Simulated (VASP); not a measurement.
Mg₂Si in VASP 6.6.1, single-point calculation

INCAR

```
LREAL = Auto
GGA = PE
EDIFF = 1E-7
LCHARG = .FALSE.
ISMEAR = -1
ENCUT = 400
ALGO = All
NBANDS = 11
LASPH = .TRUE.
NSW = 0
NELM = 68
IBRION = -1
PREC = Accurate
LWAVE = .FALSE.
ISIF = 2
SIGMA = 0.02
```

KPOINTS

```
KPOINTS created by Atomic Simulation Environment
0
Gamma
8 8 8
0 0 0
```

POSCAR

```
Si Mg
 1.0000000000000000
     0.0000000000000000    3.2006528173000000    3.2006528173000000
     3.2006528173000000    0.0000000000000000    3.2006528173000000
     3.2006528173000000    3.2006528173000000    0.0000000000000000
 Si  Mg
   1   2
Cartesian
  0.0000000000000000  0.0000000000000000  0.0000000000000000
  1.6003264086500000  1.6003264086500000  1.6003264086500000
  4.8009792259499999  4.8009792259499999  4.8009792259499999
```

The recommended PBE PAW datasets give the neutral cell 8 valence electrons.

Command

```
mpirun -np 1 vasp_std
```

Question: Predict the outcome of this run.

Answer: It converged. Results: gap between bands v and c on the k mesh 0.24 eV; least direct gap on the k mesh 1.74 eV; pressure -1.0 GPa. Band v is the last that the valence electrons fill when counted band by band, and c is the next.

OSZICAR

```
N       E                     dE             d eps       ncg     rms           ort
DAV:   1     0.325672887183E+01    0.32567E+01   -0.29790E+03   319   0.505E+02
DAV:   2    -0.895249795350E+01   -0.12209E+02   -0.11454E+02   319   0.593E+01
DAV:   3    -0.946033175347E+01   -0.50783E+00   -0.50547E+00   319   0.999E+00
DAV:   4    -0.946441933749E+01   -0.40876E-02   -0.40872E-02   319   0.114E+00
DAV:   5    -0.946446461311E+01   -0.45276E-04   -0.45275E-04   319   0.120E-01
SDA:   6    -0.828931732196E+01    0.11751E+01   -0.45275E-04   319   0.188E+01   0.000E+00
CGA:   7    -0.886556793254E+01   -0.57625E+00   -0.57287E+00   319   0.762E-01   0.310E-01
CGA:   8    -0.890599342656E+01   -0.40425E-01   -0.40430E-01   319   0.100E-01  -0.191E-03
CGA:   9    -0.891019707966E+01   -0.42037E-02   -0.42090E-02   319   0.951E-03  -0.299E-04
CGA:  10    -0.891058609844E+01   -0.38902E-03   -0.38955E-03   319   0.720E-04  -0.352E-05
CGA:  11    -0.891061858438E+01   -0.32486E-04   -0.32464E-04   319   0.636E-05   0.118E-06
CGA:  12    -0.891062152824E+01   -0.29439E-05   -0.29225E-05   319   0.566E-06   0.125E-06
CGA:  13    -0.891062173525E+01   -0.20701E-06   -0.20152E-06   319   0.626E-07   0.134E-06
SDA:  14    -0.891062175452E+01   -0.19270E-07   -0.20390E-07   319   0.148E-07   0.297E-07
   1 F= -.89106218E+01 E0= -.89106172E+01  d E =-.913360E-05
```

For comparison, a separate PBE run of the intended cell, on usual settings and not on those above, gives a gap of 0.24 eV on its mesh and a pressure of -1.0 GPa.
